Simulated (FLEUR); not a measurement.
# FeO (Wuestite) (R-3m) in FLEUR: a series of runs

Runs on FeO (Wuestite). Level: SCAN. Tasks: band structure, equation of state.

Program: FLEUR MaX-R8.1 (later development tree). These are calculated values, not measurements. Logs are shortened: lines on timing, memory, paths and dates and some standing lists are left out, and cuts for length are marked.

**1. The crystal as given**

Symmetry: R-3m, No. 166, trigonal system. The conventional cell has a = 3.038 Å, b = 3.038 Å, c = 7.559 Å, α = 90.00°, β = 90.00°, γ = 120.00°. Around Fe (site symmetry -3m) lie 6 O at 2.16 Å. O (site symmetry -3m) is surrounded by 6 Fe at 2.16 Å.

**2. Band structure, SCAN, collinear spin, ferromagnetic start**

Contents of inp.xml:

```xml
<?xml version="1.0" encoding="UTF-8" standalone="no"?>
<fleurInput fleurInputVersion="0.39">
   <comment>
      FeO                                                                                                 
   </comment>
   <calculationSetup>
      <cutoffs Kmax="4.58" Gmax="14.2" GmaxXC="14.2" numbands="0"/>
      <scfLoop itmax="80" minDistance="0.0001" maxIterBroyd="30" imix="Anderson" alpha="0.05" precondParam="0.0" spinf="2.0" sdNocoIR="T"/>
      <coreElectrons ctail="F" frcor="F" kcrel="0" coretail_lmax="0"/>
      <xcFunctional name="LibXC" relativisticCorrections="F">
         <LibXCName exchange="mgga_x_scan" correlation="mgga_c_scan"/>
         <AuxGGA exchange="117" correlation="130"/>
      </xcFunctional>
      <magnetism jspins="2"/>
      <soc l_soc="F" theta="0.0" phi="0.0" spav="F"/>
      <expertModes spex="0" secvar="F"/>
      <geometryOptimization l_f="F" forcealpha="1.0" forcemix="BFGS" epsdisp="0.00001" epsforce="0.00001"/>
      <ldaU l_linMix="F" mixParam="0.05" spinf="1.0"/>
   </calculationSetup>
   <cell>
      <bzIntegration valenceElectrons="22.0" mode="hist" fermiSmearingEnergy="0.00183747">
         <kPointListSelection listName="default-1"/>
         <!-- k-points included here -->
         <xi:include xmlns:xi="http://www.w3.org/2001/XInclude" href="kpts.xml"> </xi:include>
      </bzIntegration>
      <!-- symmetry operations included here -->
[... 34 lines left out ...]
         </electronConfig>
         <energyParameters s="2" p="2" d="3" f="4"/>
         <lo type="SCLO" l="0" n="2" eDeriv="2"/>
         <lo type="SCLO" l="1" n="2" eDeriv="2"/>
         <lo type="SCLO" l="2" n="3" eDeriv="2"/>
      </species>
   </atomSpecies>
   <atomGroups>
      <atomGroup species="Iron (Fe) 3.000">
         <relPos label="                   1">.0000000000 .0000000000 .0000000000</relPos>
         <force calculate="T" relaxXYZ="TTT"/>
      </atomGroup>
      <atomGroup species="Oxygen (O)">
         <relPos label="                   2">1.000/2.000 1.000/2.000 1.000/2.000</relPos>
         <force calculate="T" relaxXYZ="TTT"/>
      </atomGroup>
   </atomGroups>
   <output dos="F" band="F" slice="F">
      <checks vchk="F" cdinf="F"/>
      <bandDOS minEnergy="-.5*Htr" maxEnergy="0.5*Htr" sigma="0.015" storeEVData="T"/>
      <vacuumDOS vacdos="F" integ="F" star="F" nstars="0" locx1="0.0" locy1="0.0" locx2="0.0" locy2="0.0" nstm="0" tworkf="0.0"/>
      <unfoldingBand unfoldBand="F" supercellX="1" supercellY="1" supercellZ="1"/>
      <plotting iplot="0" polar="F">
         <plot TwoD="T" vec1="  1.0  0.0  0.0" vec2="  0.0  1.0  0.0" vec3="  0.0  0.0  1.0" zero="  0.0  0.0  0.0" file="plot"/>
      </plotting>
      <chargeDensitySlicing numkpt="0" minEigenval="0.0" maxEigenval="0.0" nnne="0" pallst="F"/>
      <specialOutput eonly="F"/>
      <moessbauerParams electricFieldGradient="T" isomerShift="T" coreHyperfine="T" valenceHyperfine="T"/>
      <magneticCircularDichroism mcd="F" energyLo="-10.0" energyUp="0.0"/>
   </output>
  <!-- We include the file relax.xml here to enable relaxations (see documentation) -->
  <xi:include xmlns:xi="http://www.w3.org/2001/XInclude" href="relax.xml"> <xi:fallback/> </xi:include>
</fleurInput>
```

Contents of crystal.txt:

```
FeO
&input cartesian=F /
1.5188209023  0.8768916568  2.5195772846
-1.5188209023  0.8768916568  2.5195772846
0.0000000000  -1.7537833136  2.5195772846
1.8897261246
1.0 1.0 1.0

2
26 0.0000000000  0.0000000000  0.0000000000 : 3.000
8 0.5000000000  0.5000000000  0.5000000000

&kpt div1=11 div2=11 div3=11 gamma=T /
```

Contents of inp.xml (bands):

```
<?xml version="1.0" encoding="UTF-8" standalone="no"?>
<fleurInput fleurInputVersion="0.39">
   <comment>
      FeO                                                                                                 
   </comment>
   <calculationSetup>
      <cutoffs Kmax="4.58" Gmax="14.2" GmaxXC="14.2" numbands="0"/>
      <scfLoop itmax="80" minDistance="0.0001" maxIterBroyd="30" imix="Anderson" alpha="0.05" precondParam="0.0" spinf="2.0" sdNocoIR="T"/>
      <coreElectrons ctail="F" frcor="F" kcrel="0" coretail_lmax="0"/>
      <xcFunctional name="LibXC" relativisticCorrections="F">
         <LibXCName exchange="mgga_x_scan" correlation="mgga_c_scan"/>
         <AuxGGA exchange="117" correlation="130"/>
      </xcFunctional>
      <magnetism jspins="2"/>
      <soc l_soc="F" theta="0.0" phi="0.0" spav="F"/>
      <expertModes spex="0" secvar="F"/>
      <geometryOptimization l_f="F" forcealpha="1.0" forcemix="BFGS" epsdisp="0.00001" epsforce="0.00001"/>
      <ldaU l_linMix="F" mixParam="0.05" spinf="1.0"/>
   </calculationSetup>
   <cell>
      <bzIntegration valenceElectrons="22.0" mode="hist" fermiSmearingEnergy="0.00183747">
         <kPointListSelection listName="path-1"/>
         <!-- k-points included here -->
         <xi:include xmlns:xi="http://www.w3.org/2001/XInclude" href="kpts.xml"> </xi:include>
      </bzIntegration>
      <!-- symmetry operations included here -->
      <xi:include xmlns:xi="http://www.w3.org/2001/XInclude" href="sym.xml"> </xi:include>
[... 33 lines left out ...]
         </electronConfig>
         <energyParameters s="2" p="2" d="3" f="4"/>
         <lo type="SCLO" l="0" n="2" eDeriv="2"/>
         <lo type="SCLO" l="1" n="2" eDeriv="2"/>
         <lo type="SCLO" l="2" n="3" eDeriv="2"/>
      </species>
   </atomSpecies>
   <atomGroups>
      <atomGroup species="Iron (Fe) 3.000">
         <relPos label="                   1">.0000000000 .0000000000 .0000000000</relPos>
         <force calculate="T" relaxXYZ="TTT"/>
      </atomGroup>
      <atomGroup species="Oxygen (O)">
         <relPos label="                   2">1.000/2.000 1.000/2.000 1.000/2.000</relPos>
         <force calculate="T" relaxXYZ="TTT"/>
      </atomGroup>
   </atomGroups>
   <output dos="F" band="T" slice="F">
      <checks vchk="F" cdinf="F"/>
      <bandDOS minEnergy="-.5*Htr" maxEnergy="0.5*Htr" sigma="0.015" storeEVData="T"/>
      <vacuumDOS vacdos="F" integ="F" star="F" nstars="0" locx1="0.0" locy1="0.0" locx2="0.0" locy2="0.0" nstm="0" tworkf="0.0"/>
      <unfoldingBand unfoldBand="F" supercellX="1" supercellY="1" supercellZ="1"/>
      <plotting iplot="0" polar="F">
         <plot TwoD="T" vec1="  1.0  0.0  0.0" vec2="  0.0  1.0  0.0" vec3="  0.0  0.0  1.0" zero="  0.0  0.0  0.0" file="plot"/>
      </plotting>
      <chargeDensitySlicing numkpt="0" minEigenval="0.0" maxEigenval="0.0" nnne="0" pallst="F"/>
      <specialOutput eonly="F"/>
      <moessbauerParams electricFieldGradient="T" isomerShift="T" coreHyperfine="T" valenceHyperfine="T"/>
      <magneticCircularDichroism mcd="F" energyLo="-10.0" energyUp="0.0"/>
   </output>
  <!-- We include the file relax.xml here to enable relaxations (see documentation) -->
  <xi:include xmlns:xi="http://www.w3.org/2001/XInclude" href="relax.xml"> <xi:fallback/> </xi:include>
</fleurInput>
```

Potentials or basis: all-electron, FLAPW.

Command:

```
inpgen -f crystal.txt -profile fastHighL
# inp.xml edited to the form shown
fleur_MPI
fleur_MPI   # second run, on inp.xml (bands)
```

Output:

```text
Welcome to FLEUR        (www.flapw.de)
      MaX-Release 8.1          (www.max-centre.eu)
 func_ids         267         263         267         263
 MetaGGA potential functional detected - V_tau will be computed
 Auxiliary Potential for radial basis: exchange=         117  correlation=         130
The functional 'SCAN exchange of Sun, Ruzsinszky, and Perdew' is an exchange functional, it belongs to the 'MGGA' family and is defined in the reference(s):
[1] J. Sun, A. Ruzsinszky, and J. P. Perdew.,  Phys. Rev. Lett. 115, 036402 (2015)
The functional 'SCAN correlation of Sun, Ruzsinszky, and Perdew' is a correlation functional, it belongs to the 'MGGA' family and is defined in the reference(s):
[1] J. Sun, A. Ruzsinszky, and J. P. Perdew.,  Phys. Rev. Lett. 115, 036402 (2015)
 Using same functional for VXC and EXC

 ========== k-point set info ==========
 Selected k-point list: default-1
 k-point list type: mesh
 11 x 11 x 11
 Number of k points: 146

 ------------Calculation Setup---------------------------
 Number of MPI-tasks      :            1
 Number of PE/node        :            1
 Number of OMP-threads    :            1
 Most efficient MPI parallelization for:
           1           2          73         146
 Additional eigenvalue parallelization possible
 Number of basis functions:          305
 Approximate size of matrices (H+S) per k-point:         0.001 GB
 --------------------------------------------------------
The functional 'Hammer, Hansen, and Norskov' is an exchange functional, it belongs to the 'GGA' family and is defined in the reference(s):
[1] B. Hammer, L. B. Hansen, and J. K. Nørskov.,  Phys. Rev. B 59, 7413 (1999)
The functional 'Perdew, Burke & Ernzerhof' is a correlation functional, it belongs to the 'GGA' family and is defined in the reference(s):
[1] J. P. Perdew, K. Burke, and M. Ernzerhof.,  Phys. Rev. Lett. 77, 3865 (1996)
[2] J. P. Perdew, K. Burke, and M. Ernzerhof.,  Phys. Rev. Lett. 78, 1396 (1997)
 Using same functional for VXC and EXC
 Using auxiliary GGA potential for the first iteration of MetaGGA calculation.
 Reset of history
 Reset of history
 Iteration:     1   Distance:      31.59204936 me/bohr^3
The functional 'Hammer, Hansen, and Norskov' is an exchange functional, it belongs to the 'GGA' family and is defined in the reference(s):
[1] B. Hammer, L. B. Hansen, and J. K. Nørskov.,  Phys. Rev. B 59, 7413 (1999)
The functional 'Perdew, Burke & Ernzerhof' is a correlation functional, it belongs to the 'GGA' family and is defined in the reference(s):
[1] J. P. Perdew, K. Burke, and M. Ernzerhof.,  Phys. Rev. Lett. 77, 3865 (1996)
[2] J. P. Perdew, K. Burke, and M. Ernzerhof.,  Phys. Rev. Lett. 78, 1396 (1997)
 Using same functional for VXC and EXC
 Iteration:     2   Distance:      28.20737113 me/bohr^3
The functional 'Hammer, Hansen, and Norskov' is an exchange functional, it belongs to the 'GGA' family and is defined in the reference(s):
[1] B. Hammer, L. B. Hansen, and J. K. Nørskov.,  Phys. Rev. B 59, 7413 (1999)
The functional 'Perdew, Burke & Ernzerhof' is a correlation functional, it belongs to the 'GGA' family and is defined in the reference(s):
[1] J. P. Perdew, K. Burke, and M. Ernzerhof.,  Phys. Rev. Lett. 77, 3865 (1996)
[2] J. P. Perdew, K. Burke, and M. Ernzerhof.,  Phys. Rev. Lett. 78, 1396 (1997)
 Using same functional for VXC and EXC
 Iteration:     3   Distance:      26.56557910 me/bohr^3
The functional 'Hammer, Hansen, and Norskov' is an exchange functional, it belongs to the 'GGA' family and is defined in the reference(s):
[1] B. Hammer, L. B. Hansen, and J. K. Nørskov.,  Phys. Rev. B 59, 7413 (1999)
The functional 'Perdew, Burke & Ernzerhof' is a correlation functional, it belongs to the 'GGA' family and is defined in the reference(s):
[1] J. P. Perdew, K. Burke, and M. Ernzerhof.,  Phys. Rev. Lett. 77, 3865 (1996)
[2] J. P. Perdew, K. Burke, and M. Ernzerhof.,  Phys. Rev. Lett. 78, 1396 (1997)
 Using same functional for VXC and EXC
 Iteration:     4   Distance:      15.06511783 me/bohr^3
The functional 'Hammer, Hansen, and Norskov' is an exchange functional, it belongs to the 'GGA' family and is defined in the reference(s):
[1] B. Hammer, L. B. Hansen, and J. K. Nørskov.,  Phys. Rev. B 59, 7413 (1999)
The functional 'Perdew, Burke & Ernzerhof' is a correlation functional, it belongs to the 'GGA' family and is defined in the reference(s):
[1] J. P. Perdew, K. Burke, and M. Ernzerhof.,  Phys. Rev. Lett. 77, 3865 (1996)
[2] J. P. Perdew, K. Burke, and M. Ernzerhof.,  Phys. Rev. Lett. 78, 1396 (1997)
 Using same functional for VXC and EXC
 Iteration:     5   Distance:      11.06537147 me/bohr^3
The functional 'Hammer, Hansen, and Norskov' is an exchange functional, it belongs to the 'GGA' family and is defined in the reference(s):
[1] B. Hammer, L. B. Hansen, and J. K. Nørskov.,  Phys. Rev. B 59, 7413 (1999)
The functional 'Perdew, Burke & Ernzerhof' is a correlation functional, it belongs to the 'GGA' family and is defined in the reference(s):
[1] J. P. Perdew, K. Burke, and M. Ernzerhof.,  Phys. Rev. Lett. 77, 3865 (1996)
[2] J. P. Perdew, K. Burke, and M. Ernzerhof.,  Phys. Rev. Lett. 78, 1396 (1997)
 Using same functional for VXC and EXC
 Iteration:     6   Distance:       5.94893851 me/bohr^3
The functional 'Hammer, Hansen, and Norskov' is an exchange functional, it belongs to the 'GGA' family and is defined in the reference(s):
[1] B. Hammer, L. B. Hansen, and J. K. Nørskov.,  Phys. Rev. B 59, 7413 (1999)
The functional 'Perdew, Burke & Ernzerhof' is a correlation functional, it belongs to the 'GGA' family and is defined in the reference(s):
[1] J. P. Perdew, K. Burke, and M. Ernzerhof.,  Phys. Rev. Lett. 77, 3865 (1996)
[2] J. P. Perdew, K. Burke, and M. Ernzerhof.,  Phys. Rev. Lett. 78, 1396 (1997)
 Using same functional for VXC and EXC
[... 96 lines left out ...]
[2] J. P. Perdew, K. Burke, and M. Ernzerhof.,  Phys. Rev. Lett. 78, 1396 (1997)
 Using same functional for VXC and EXC
 Iteration:    21   Distance:       0.00196289 me/bohr^3
The functional 'Hammer, Hansen, and Norskov' is an exchange functional, it belongs to the 'GGA' family and is defined in the reference(s):
[1] B. Hammer, L. B. Hansen, and J. K. Nørskov.,  Phys. Rev. B 59, 7413 (1999)
The functional 'Perdew, Burke & Ernzerhof' is a correlation functional, it belongs to the 'GGA' family and is defined in the reference(s):
[1] J. P. Perdew, K. Burke, and M. Ernzerhof.,  Phys. Rev. Lett. 77, 3865 (1996)
[2] J. P. Perdew, K. Burke, and M. Ernzerhof.,  Phys. Rev. Lett. 78, 1396 (1997)
 Using same functional for VXC and EXC
 Iteration:    22   Distance:       0.00094553 me/bohr^3
The functional 'Hammer, Hansen, and Norskov' is an exchange functional, it belongs to the 'GGA' family and is defined in the reference(s):
[1] B. Hammer, L. B. Hansen, and J. K. Nørskov.,  Phys. Rev. B 59, 7413 (1999)
The functional 'Perdew, Burke & Ernzerhof' is a correlation functional, it belongs to the 'GGA' family and is defined in the reference(s):
[1] J. P. Perdew, K. Burke, and M. Ernzerhof.,  Phys. Rev. Lett. 77, 3865 (1996)
[2] J. P. Perdew, K. Burke, and M. Ernzerhof.,  Phys. Rev. Lett. 78, 1396 (1997)
 Using same functional for VXC and EXC
 Iteration:    23   Distance:       0.00033273 me/bohr^3
The functional 'Hammer, Hansen, and Norskov' is an exchange functional, it belongs to the 'GGA' family and is defined in the reference(s):
[1] B. Hammer, L. B. Hansen, and J. K. Nørskov.,  Phys. Rev. B 59, 7413 (1999)
The functional 'Perdew, Burke & Ernzerhof' is a correlation functional, it belongs to the 'GGA' family and is defined in the reference(s):
[1] J. P. Perdew, K. Burke, and M. Ernzerhof.,  Phys. Rev. Lett. 77, 3865 (1996)
[2] J. P. Perdew, K. Burke, and M. Ernzerhof.,  Phys. Rev. Lett. 78, 1396 (1997)
 Using same functional for VXC and EXC
 Iteration:    24   Distance:       0.00023666 me/bohr^3
The functional 'Hammer, Hansen, and Norskov' is an exchange functional, it belongs to the 'GGA' family and is defined in the reference(s):
[1] B. Hammer, L. B. Hansen, and J. K. Nørskov.,  Phys. Rev. B 59, 7413 (1999)
The functional 'Perdew, Burke & Ernzerhof' is a correlation functional, it belongs to the 'GGA' family and is defined in the reference(s):
[1] J. P. Perdew, K. Burke, and M. Ernzerhof.,  Phys. Rev. Lett. 77, 3865 (1996)
[2] J. P. Perdew, K. Burke, and M. Ernzerhof.,  Phys. Rev. Lett. 78, 1396 (1997)
 Using same functional for VXC and EXC
 Iteration:    25   Distance:       0.00005518 me/bohr^3

 ********************************************************************
 Run finished successfully
 Stop message:
   all done
 ********************************************************************
```

Run time: 4.1 min. Hardware: 1 thread of Arm Neoverse V1, shared host; peak memory 0.14 GiB.

What came out:

```yaml
Free_energy: -36692.2490 eV
Band_gap_along_the_path: none (metal or under the smearing width)
Net_moment: 4.00 μB per cell
Site_moments: Fe +3.67; O +0.28 μB
Valence_electrons_inside_the_program's_atomic_spheres: Fe 14.16; O 5.31 (radii Fe 2.14, O 1.64 bohr)
```

Levels at the corners of the path, in eV from the Fermi level:
Spin up:
```csv
point,band 9,band 10,band 11,band 12,band 13,band 14,band 15,band 16,band 17,band 18
Γ,-4.86,-4.86,-4.74,-4.64,-4.64,-0.26,15.34,16.62,17.03,17.03
L,-4.20,-4.16,-3.54,-1.38,-1.35,3.86,8.41,12.31,12.51,19.38
B1,-4.15,-4.08,-4.06,-3.93,-2.80,7.24,8.82,8.97,11.73,19.80
B,-4.15,-4.08,-4.06,-3.93,-2.80,7.24,8.82,8.97,11.73,19.80
Z,-4.21,-4.21,-3.58,-1.39,-1.39,3.99,8.17,12.70,12.70,19.63
Γ,-4.86,-4.86,-4.74,-4.64,-4.64,-0.26,15.34,16.62,17.03,17.03
X,-4.69,-4.05,-3.75,-3.60,-2.76,6.58,8.57,8.71,14.04,16.65
Q,-4.69,-4.05,-3.75,-3.60,-2.76,6.58,8.57,8.71,14.04,16.65
F,-5.77,-4.50,-4.04,-3.93,-3.92,5.04,8.73,10.50,14.69,14.91
P1,-4.75,-4.05,-3.74,-3.63,-2.80,6.57,8.50,8.79,14.29,16.40
Z,-4.21,-4.21,-3.58,-1.39,-1.39,3.99,8.17,12.70,12.70,19.63
L,-4.20,-4.16,-3.54,-1.38,-1.35,3.86,8.41,12.31,12.51,19.38
P,-4.75,-4.05,-3.74,-3.63,-2.80,6.57,8.50,8.79,14.29,16.40
```
Spin down:
| point | band 6 | band 7 | band 8 | band 9 | band 10 | band 11 | band 12 | band 13 |
| --- | --- | --- | --- | --- | --- | --- | --- | --- |
| Γ | -3.97 | -3.87 | -3.87 | -0.85 | -0.73 | -0.73 | 0.64 | 0.64 |
| L | -8.69 | -5.77 | -5.66 | 0.39 | 0.49 | 0.63 | 3.21 | 3.23 |
| B1 | -6.80 | -6.79 | -6.15 | -0.08 | -0.07 | 0.80 | 1.54 | 2.27 |
| B | -6.80 | -6.79 | -6.15 | -0.08 | -0.07 | 0.80 | 1.54 | 2.27 |
| Z | -8.76 | -5.62 | -5.62 | 0.43 | 0.43 | 0.56 | 3.18 | 3.18 |
| Γ | -3.97 | -3.87 | -3.87 | -0.85 | -0.73 | -0.73 | 0.64 | 0.64 |
| X | -7.21 | -6.77 | -5.52 | -0.83 | 0.59 | 0.69 | 1.77 | 2.23 |
| Q | -7.21 | -6.77 | -5.52 | -0.83 | 0.59 | 0.69 | 1.77 | 2.23 |
| F | -7.62 | -5.18 | -5.06 | -2.23 | 0.79 | 0.81 | 1.23 | 1.61 |
| P1 | -7.23 | -6.79 | -5.40 | -0.90 | 0.62 | 0.70 | 1.75 | 2.19 |
| Z | -8.76 | -5.62 | -5.62 | 0.43 | 0.43 | 0.56 | 3.18 | 3.18 |
| L | -8.69 | -5.77 | -5.66 | 0.39 | 0.49 | 0.63 | 3.21 | 3.23 |
| P | -7.23 | -6.79 | -5.40 | -0.90 | 0.62 | 0.70 | 1.75 | 2.19 |

Core levels (eV from the Fermi level):
```
atom                                                   levels
1 Fe  1s1/2 -6992.5, 2s1/2 -814.4, 2p1/2 -701.0, 2p3/2 -688.6
 2 O                                             1s1/2 -507.5
```

Caveat: the meta-GGA is that of a development version, with a GGA for the radial functions and cores and without core tails; a cell with one magnetic atom can't hold antiferromagnetic order, which such compounds often take; semilocal functionals often make such compounds metallic where correlation or magnetic order opens a gap, which also shifts bond lengths.

**3. Equation of state, SCAN, collinear spin, ferromagnetic start, 9.46 Å³/atom (volume scaled by 0.94)**

Changes to inp.xml since step 2:

```diff
@@ -6,3 +6,3 @@
    <calculationSetup>
-      <cutoffs Kmax="4.58" Gmax="14.2" GmaxXC="14.2" numbands="0"/>
+      <cutoffs Kmax="4.71" Gmax="14.6" GmaxXC="14.6" numbands="0"/>
       <scfLoop itmax="80" minDistance="0.0001" maxIterBroyd="30" imix="Anderson" alpha="0.05" precondParam="0.0" spinf="2.0" sdNocoIR="T"/>
@@ -27,3 +27,3 @@
       <xi:include xmlns:xi="http://www.w3.org/2001/XInclude" href="sym.xml"> </xi:include>
-      <bulkLattice scale="1.0">
+      <bulkLattice scale="0.9795861087">
          <bravaisMatrix>
@@ -37,3 +37,3 @@
       <species name="Iron (Fe) 3.000" element="Fe" atomicNumber="26">
-         <mtSphere radius="2.14" gridPoints="707" logIncrement="0.017"/>
+         <mtSphere radius="2.08" gridPoints="707" logIncrement="0.017"/>
          <atomicCutoffs lmax="9" lnonsphr="9"/>
@@ -53,3 +53,3 @@
       <species name="Oxygen (O)" element="O" atomicNumber="8">
-         <mtSphere radius="1.64" gridPoints="543" logIncrement="0.02"/>
+         <mtSphere radius="1.59" gridPoints="543" logIncrement="0.02"/>
          <atomicCutoffs lmax="8" lnonsphr="8"/>
```

Potentials or basis: all-electron, FLAPW.

Command:

```
inpgen -f crystal.txt -profile fastHighL
# inp.xml edited to the form shown
fleur_MPI
```

Wall time 4 min (1 thread of Arm Neoverse V1, shared host); peak memory 0.13 GiB.

The run converged. Its results:

```yaml
Free_energy: -36692.2669 eV
Band_gap_on_the_k_mesh: none (metal or under the smearing width)
Net_moment: 4.00 μB per cell
Site_moments: Fe +3.65; O +0.28 μB
Valence_electrons_inside_the_program's_atomic_spheres: Fe 14.09; O 5.19 (radii Fe 2.08, O 1.59 bohr)
```

Caveat: the meta-GGA is that of a development version, with a GGA for the radial functions and cores and without core tails; a cell with one magnetic atom can't hold antiferromagnetic order, which such compounds often take; semilocal functionals often make such compounds metallic where correlation or magnetic order opens a gap, which also shifts bond lengths.

(Continued in part 2 of 2.)
